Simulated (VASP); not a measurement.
Here is a VASP 6.6.1 calculation.

The input INCAR:

```
SYSTEM = C
ALGO     = Normal         ! electronic algorithm
EDIFF    = 1E-7           ! SCF threshold, eV
EDIFFG   = -0.002         ! ionic threshold
ENCUT    = 700            ! plane-wave cutoff, eV
GGA      = PE             ! functional
IBRION   = 2              ! ionic algorithm
ISIF     = 3              ! what is computed and relaxed
ISMEAR   = 0              ! smearing method
IVDW     = 12             ! dispersion correction
LASPH    = .True.         ! aspherical terms in the spheres
LCHARG   = .False.        ! write CHGCAR
LREAL    = .False.        ! projectors in reciprocal space
LWAVE    = .False.        ! write WAVECAR
NELM     = 80             ! most SCF steps
NSW      = 80             ! ionic steps
PREC     = Accurate       ! precision mode
SIGMA    = 0.02           ! smearing width, eV
```

KPOINTS

```
k-points
0
Gamma
  15 15 4
  0 0 0
```

The input POSCAR:

```
C
1.0
    2.4672912600      0.0000000000      0.0000000000
   -1.2336456300      2.1367369100      0.0000000000
    0.0000000000      0.0000000000      7.8030730000
C
4
Direct
    0.0000000000      0.0000000000      0.2500000000
    0.0000000000      0.0000000000      0.7500000000
    0.3333333300      0.6666666700      0.2500000000
    0.6666666700      0.3333333300      0.7500000000
```

Potentials or basis: VASP PAW PBE potentials, release 64 (C).

Launch:

```console
$ cat potpaw_PBE.64/C/POTCAR > POTCAR
$ mpirun -np 1 vasp_std > vasp.out
```

(1) What does it give for the relaxed cell?

(2) What does it give for the band gap on the k mesh?

(3) Estimate the dispersion energy per atom.

Answers

(1) a = 2.465 Å, b = 2.465 Å, c = 6.700 Å, α = 90.00°, β = 90.00°, γ = 120.00°.

(2) none (metal or under the smearing width).

(3) -0.157 eV.
